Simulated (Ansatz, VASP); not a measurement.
BN in VASP and in Ansatz

```
B N
1.0
     2.55000    0.00000    0.00000
    -1.27500    2.20836    0.00000
     0.00000    0.00000    4.21000
B N
2 2
Direct
  0.33333 0.66667 0.00000
  0.66667 0.33333 0.50000
  0.33333 0.66667 0.37400
  0.66667 0.33333 0.87400
```

Measurements of this composition are mostly on another form, of space group No. 194.

Alike in both runs: task relaxation of cell and atoms; functional PBEsol; k mesh 9 × 9 × 6; occupations gaussian, width 0.02 eV; no spin polarisation.

|  | VASP | Ansatz |
| --- | --- | --- |
| version | VASP 6.6.1 | Ansatz 0.2.0 |
| potentials or method | VASP PAW PBE potentials, release 64 (B, N) | scalar-relativistic, plane waves, PAW |
| plane-wave cutoff (eV) | 600 | 420 |
| valence electrons in the cell | 16 | 16 |

```csv
,VASP,Ansatz,Ansatz less VASP
"gap on the k mesh at the Fermi level, each at its own relaxed structure (eV)",4.95,4.96,+0.013
relaxed volume (Å³/atom),5.88,5.87,-0.008
relaxed cell length with the largest relative difference (Å),2.542,2.541,-0.0012
```

Ansatz warned: «pseudo_functional_mismatch».

Caveats: the PAW data sets were made with another functional, which shifts forces and pressure a little (VASP); an odd mesh through Γ misses points on the zone boundary, where band edges often lie.
